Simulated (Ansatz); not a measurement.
## SiO2: field gradients at two levels of theory

Cell: a COD entry, its atoms then relaxed with PBE in this cell.

```cif
data_SiO2
_symmetry_space_group_name_H-M 'P4_12_12'
_symmetry_Int_Tables_number 92
_cell_length_a 4.9727
_cell_length_b 4.9727
_cell_length_c 6.9257
_cell_angle_alpha 90.000
_cell_angle_beta 90.000
_cell_angle_gamma 90.000
loop_
_atom_site_label
_atom_site_type_symbol
_atom_site_symmetry_multiplicity
_atom_site_Wyckoff_symbol
_atom_site_fract_x
_atom_site_fract_y
_atom_site_fract_z
Si Si 4 a 0.3055 0.3055 0.0000
O O 8 b 0.2365 0.1167 0.1852
```

One atom of each set is listed.

First run. The numbers come from a DFT calculation in Ansatz (PBE, plane waves and PAW, scalar-relativistic, 420 eV cutoff, Γ-centred 6×6×5 k-points, Fermi–Dirac smearing 0.02 eV).

```csv
site,V_zz (10²¹ V/m²),η
Si,-0.40,0.90
O,9.45,0.19
```

Second run. The same atoms and settings, except that the functional is PBEsol.

(1) What does the second run give?

Results:

(1) 

```
site   V_zz     η  change of V_zz
  Si  -0.40  0.88            0.00
   O   9.30  0.19           -0.15
```

The largest change of V_zz is on O, from 9.45 to 9.30. In per cent, |V_zz| changes by -2 on O (all sites that start above 0.5).
